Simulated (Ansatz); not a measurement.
Sm:

```
Sm
1.0
     3.64400    0.00000    0.00000
    -1.82200    3.15580    0.00000
     0.00000    0.00000    5.87600
Sm
2
Cartesian
  1.8220 1.0519 4.4070
  0.0000 2.1039 1.4690
```

This isn't the form of Sm at room conditions, which is rhombohedral.

Alike in all runs: program Ansatz 0.2.0; functional PBEsol; potentials or basis Ansatz PAW; cutoff 420 eV (not typed: the program's choice for these potentials); k mesh 8 × 8 × 5; occupations fermi-dirac, width 0.05 eV.

The same cell was started in several ways:

| start | free energy over the lowest (meV/atom) | net moment (μB) | site or absolute moments (μB) | gap |
| --- | --- | --- | --- | --- |
| collinear spin, ferrimagnetic start of up to 5 μB | 67.3 | 0.00 | Sm +5.87, -5.87 | none (metal or under the smearing width) |
| collinear spin, antiferromagnetic start of up to 5 μB | 67.3 | 0.00 | Sm +5.87, -5.87 | none (metal or under the smearing width) |
| collinear spin, random start of up to 3.73 μB | 67.3 | 0.00 | Sm -5.87, +5.87 | none (metal or under the smearing width) |
| collinear spin, ferromagnetic start of up to 6.5 μB | 0.0 | 12.99 | Sm +6.09 | none (metal or under the smearing width) |
| no spin polarisation | 4689.5 | - | - | none (metal or under the smearing width) |
| collinear spin, ferromagnetic start of up to 5 μB | 0.0 | 12.99 | Sm +6.09 | none (metal or under the smearing width) |

The spin-polarised runs without a constraint all converged, yet they end up to 67 meV/atom apart: a converged run can sit in a state that isn't the lowest. Allowing spin polarisation gains 4690 meV/atom. A still lower state may exist.

Caveats: the magnetic or orbital state may not be the lowest (some runs); spin-orbit coupling is left out, which moves the levels of the heavy elements (some runs).
